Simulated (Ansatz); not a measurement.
# Computed against measured: atomisation enthalpy at 298 K

8 molecules, all hydrocarbons; the atomisation enthalpy at 298 K in kJ/mol, computed less measured. Shapes, held fixed at every level: PBE0-D4/def2-TZVP. Thermal terms are harmonic and unscaled (PBE0-D4/def2-TZVP); the spin-orbit lowering of the free atoms is taken from their spectra. Programs: Ansatz 0.2.0. Measured values: Active Thermochemical Tables, CRC Handbook of Chemistry and Physics.

Levels: A = HF/3-21G; B = HF/def2-TZVPP; C = SPW92/def2-TZVPP; D = PBE-D4/def2-TZVPP; E = wB97M-V/def2-TZVPP.

```json
{"molecule": "C2H4 (ethylene)", "from tabulated heats": "2253", "A": "-645", "B": "-569", "C": "+285", "D": "+37", "E": "-1"}
{"molecule": "C2H6 (ethane)", "from tabulated heats": "2826", "A": "-741", "B": "-679", "C": "+338", "D": "+25", "E": "+2"}
{"molecule": "C3H6 (cyclopropane)", "from tabulated heats": "3405", "A": "-1002", "B": "-875", "C": "+478", "D": "+71", "E": "+8"}
{"molecule": "C3H6 (propene)", "from tabulated heats": "3438", "A": "-972", "B": "-865", "C": "+456", "D": "+63", "E": "+2"}
{"molecule": "C4H6 (cyclobutene)", "from tabulated heats": "4019", "A": "-1238", "B": "-1075", "C": "+594", "D": "+106", "E": "+2"}
{"molecule": "C4H6 (2-butyne)", "from tabulated heats": "4030", "A": "-1184", "B": "-1054", "C": "+573", "D": "+100", "E": "+1"}
{"molecule": "C3H8 (propane)", "from tabulated heats": "3999", "A": "-1067", "B": "-975", "C": "+503", "D": "+47", "E": "+4"}
{"molecule": "C4H8 (cyclobutane)", "from tabulated heats": "4584", "A": "-1309", "B": "-1176", "C": "+643", "D": "+92", "E": "+10"}
```

Task: Which level does best on this set, which worst, and which err to one side?

Result: 
```json
{"level": "HF/3-21G", "kind": "Hartree–Fock", "mean error": "-1019.8", "mean absolute error": "1019.8", "worst case": "C4H8"}
{"level": "HF/def2-TZVPP", "kind": "Hartree–Fock", "mean error": "-908.5", "mean absolute error": "908.5", "worst case": "C4H8"}
{"level": "SPW92/def2-TZVPP", "kind": "LDA", "mean error": "+483.8", "mean absolute error": "483.8", "worst case": "C4H8"}
{"level": "PBE-D4/def2-TZVPP", "kind": "GGA", "mean error": "+67.6", "mean absolute error": "67.6", "worst case": "C4H6 (cyclobutene)"}
{"level": "wB97M-V/def2-TZVPP", "kind": "range-separated hybrid", "mean error": "+3.5", "mean absolute error": "3.8", "worst case": "C4H8"}
```

On this set wB97M-V/def2-TZVPP has the smallest mean absolute error and HF/3-21G the largest. HF/3-21G is too low in 8 of 8; HF/def2-TZVPP is too low in 8 of 8; SPW92/def2-TZVPP is too high in 8 of 8; PBE-D4/def2-TZVPP is too high in 8 of 8; wB97M-V/def2-TZVPP is too high in 7 of 8. Heats of the atoms come from ATcT where it has them. The levels differ in basis as well as in method. For HF/3-21G and HF/def2-TZVPP and SPW92/def2-TZVPP the error tends to grow with the atomisation enthalpy. Hartree–Fock lacks correlation and underbinds. The set is small.
